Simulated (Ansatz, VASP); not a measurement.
Si in VASP and in Ansatz

```xyz
3
Lattice="4.2337 0.0000 0.0000 -2.1169 3.6665 0.0000 0.0000 0.0000 2.4282" Properties=species:S:1:pos:R:3 pbc="T T T"
Si    4.2337    0.0000    0.0000
Si    0.0000    2.4443    1.2141
Si    2.1169    1.2222    1.2141
```

Alike in both runs: task single point; functional LDA; k mesh 11 × 11 × 16; occupations fermi-dirac, width 0.1 eV; no spin polarisation.

|  | VASP | Ansatz |
| --- | --- | --- |
| version | VASP 6.6.1 | Ansatz 0.2.0 |
| potentials or method | VASP PAW LDA potentials, release 64 (Si) | plane waves (420 eV) with PAW, scalar-relativistic |
| plane-wave cutoff (eV) | 520 | 420 |
| valence electrons in the cell | 12 | 12 |

|  | VASP | Ansatz | Ansatz less VASP |
| --- | --- | --- | --- |
| pressure (GPa) | 17.1 | 17.0 | -0.13 |
| largest component of the traceless stress (GPa) | 1.77 | 1.75 | -0.022 |

Ansatz warned: «pseudo_functional_mismatch».

Caveats: so large a pressure means that the cell lies far from this level's equilibrium, or that cutoff or potentials fall short (VASP).
